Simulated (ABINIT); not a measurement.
**Pd in ABINIT: the effect of target pressure**

The system is Pd.

```
Pd
1.0
     0.00000    1.94650    1.94650
     1.94650    0.00000    1.94650
     1.94650    1.94650    0.00000
Pd
1
Cartesian
  0.0000 0.0000 0.0000
```

Alike in all runs:

| Quantity | Value |
| --- | --- |
| Program | ABINIT 10.8.3 (patched build) |
| Task | relaxation of cell and atoms |
| Functional | PBE |
| Potentials or basis | JTH PAW PBE v2.0 |
| Cutoff | 599 eV |
| k mesh | 12 × 12 × 12 |
| Occupations | fermi-dirac, width 0.05 eV |
| Spin | no spin polarisation |

Each run relaxes the cell or the atoms first.

| target pressure | relaxed volume (Å³/atom) |
| --- | --- |
| 0 GPa | 15.29 |
| 5 GPa | ? |
| 10 GPa | 14.52 |
| 20 GPa | 13.94 |
| 30 GPa | 13.48 |

Q: What does the run with target pressure 5 GPa give?

A: Relaxed volume 14.87 Å³/atom.

Worked out: In Murnaghan's law V^(-B') rises as a straight line in P. The other rows fit best with B' = 5.2, V0 = 15.29 Å³/atom and B0 = 169 GPa, which gives 14.87 Å³/atom at 5 GPa, against the run's 14.87.
